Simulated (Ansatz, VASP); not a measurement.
# CdSe (Cadmoselite) in VASP and in Ansatz

Contents of INCAR:

```
SYSTEM = CdSe
PREC = Accurate
ENCUT = 520
EDIFF = 1E-6
ISMEAR = -1
SIGMA = 0.05
LREAL = .FALSE.
LASPH = .TRUE.
NELM = 100
ALGO = Normal
ISIF = 2
LWAVE = .FALSE.
LCHARG = .FALSE.
NBANDS = 26
```

File KPOINTS:

```
Automatic mesh
0
G
  7 7 4
  0 0 0
```

Contents of POSCAR:

```
CdSe
1.0
    4.3000000000      0.0000000000      0.0000000000
   -2.1500000000      3.7239092363      0.0000000000
    0.0000000000      0.0000000000      7.0200000000
Cd Se
2 2
Direct
    0.6666666667      0.3333333333      0.5000000000
    0.3333333333      0.6666666667      0.0000000000
    0.6666666667      0.3333333333      0.8850000000
    0.3333333333      0.6666666667      0.3850000000
```

The input input.yaml:

```yaml
crystal:
  lattice:
    - [4.3, 0.0, 0.0]
    - [-2.15, 3.7239092363, 0.0]
    - [0.0, 0.0, 7.02]
  atoms:
    - { symbol: Cd, position: [0.6666666667, 0.3333333333, 0.5] }
    - { symbol: Cd, position: [0.3333333333, 0.6666666667, 0.0] }
    - { symbol: Se, position: [0.6666666667, 0.3333333333, 0.885] }
    - { symbol: Se, position: [0.3333333333, 0.6666666667, 0.385] }
kpoints:
  mp_grid: { grid: [7, 7, 4] }
  band_path:
    path:
      - [0.0, 0.0, 0.0]
      - [0.5, 0.0, 0.0]
      - [0.3333333333, 0.3333333333, 0.0]
      - [0.0, 0.0, 0.0]
      - [0.0, 0.0, 0.5]
      - [0.5, 0.0, 0.5]
      - [0.3333333333, 0.3333333333, 0.5]
      - [0.0, 0.0, 0.5]
    npoints: 12
scf:
  occupations: { method: fermi_dirac, width: 0.05 }
hamiltonian:
  xc: lda
  pseudopotentials: { kind: all_electron, lapw: { basis_error: 0.002 } }
output:
  forces: true
  stress: true
  eigenvalues: true
```

Alike in both runs: functional LDA; k mesh 7 × 7 × 4; occupations fermi-dirac, width 0.05 eV; no spin polarisation.

|  | VASP | Ansatz |
| --- | --- | --- |
| version | VASP 6.6.1 | Ansatz 0.2.0 |
| potentials or method | VASP PAW LDA potentials, release 64 (Cd, Se) | all-electron LAPW, scalar-relativistic |
| plane-wave cutoff (eV) | 520 | see its input |
| task | single point | band structure |

```tsv
	VASP	Ansatz	Ansatz less VASP
gap on the k mesh at the Fermi level (eV)	0.46	0.43	-0.033
least direct gap on the mesh (eV)	0.46	0.43	-0.033
pressure (GPa)	-1.4	-1.8	-0.41
largest component of the traceless stress (GPa)	1.13	1.06	-0.070
rms of the force components (eV/Å)	0.153	0.147	-0.0068
```

Atom by atom the forces differ by 0.007 eV/Å (rms over components). Ansatz ran all-electron here, so the differences hold the error of VASP's frozen core and of both bases.
